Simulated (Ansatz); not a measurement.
A run of Ansatz 0.2.0 is set up as follows.

Contents of input.yaml:

```yaml
crystal:
  lattice:
    - [2.881, 0.0, 0.0]
    - [0.0, 2.881, 0.0]
    - [0.0, 0.0, 2.881]
  atoms:
    - { symbol: Ni, position: [0.5, 0.5, 0.5], spin: 2.0 }
    - { symbol: Al, position: [0.0, 0.0, 0.0] }
hamiltonian:
  xc: pbesol
  pseudopotentials: { kind: paw }
magnetization:
  spin_polarized: true
  initial_magnetization: 2.0
  spin_locking: { lock_magnetization: hard }
kpoints:
  mp_grid: { grid: [8, 8, 8] }
scf:
  occupations: { method: fermi_dirac, width: 0.05 }
  lower_state_search: "off"
output:
  forces: true
  stress: true
  eigenvalues: true
```

Potentials or basis: Ansatz PAW.

Launch:

```sh
$ ansatz run input.yaml --threads 2 --pin off --max-ram 5632MiB --backend cpu --events-out ev --progress --plain --runs-dir out
```

(1) What does it give for the pressure?

Answers

(1) 15.7 GPa.

Caveat: the total moment is fixed, so each spin has its own Fermi level; the PAW data sets come from PBE, with cores solved anew for the run's functional, which leaves a small shift of forces and pressure; the thresholds are loose for stress.
